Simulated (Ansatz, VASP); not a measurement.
**One calculation of LiCl, two programs**

INCAR

```
SYSTEM = LiCl
PREC = Accurate
ENCUT = 520
EDIFF = 1E-7
ISMEAR = 0
SIGMA = 0.05
LREAL = .False.
LASPH = .True.
NELM = 100
ALGO = Normal
ISIF = 2
LWAVE = .False.
LCHARG = .True.
GGA = PE
LELF = .True.
LVHAR = .True.
NBANDS = 12
```

File KPOINTS:

```
regular mesh
0
Gamma
  12 12 12
  0 0 0
```

POSCAR

```
LiCl
1.0
    0.0000000000      2.5752017410      2.5752017410
    2.5752017410      0.0000000000      2.5752017410
    2.5752017410      2.5752017410      0.0000000000
Li Cl
1 1
Direct
    0.0000000000      0.0000000000      0.0000000000
    0.5000000000      0.5000000000      0.5000000000
```

Input for Ansatz:

```yaml
crystal:
  lattice:
    - [0.0, 2.575201741, 2.575201741]
    - [2.575201741, 0.0, 2.575201741]
    - [2.575201741, 2.575201741, 0.0]
  atoms:
    - { symbol: Li, position: [0.0, 0.0, 0.0] }
    - { symbol: Cl, position: [0.5, 0.5, 0.5] }
basis:
  ecutwfc: 420
  ecutrho_ratio: 4
kpoints:
  mp_grid: { grid: [12, 12, 12] }
hamiltonian:
  xc: pbe
scf:
  occupations: { method: gaussian, width: 0.05 }
output:
  forces: true
  stress: true
  eigenvalues: true
```

Alike in both runs: task single point; functional PBE; k mesh 12 × 12 × 12; occupations gaussian, width 0.05 eV; no spin polarisation.

```csv
,VASP,Ansatz
version,VASP 6.6.1,Ansatz 0.2.0
potentials or method,"VASP PAW PBE potentials, release 64 (Li_sv, Cl)","scalar-relativistic, plane waves, PAW"
plane-wave cutoff (eV),520,420
valence electrons in the cell,10,10
```

```csv
,VASP,Ansatz,Ansatz less VASP
gap on the k mesh at the Fermi level (eV),6.27,6.26,-0.011
least direct gap on the mesh (eV),6.27,6.26,-0.012
```

 A k mesh can miss the band edges.
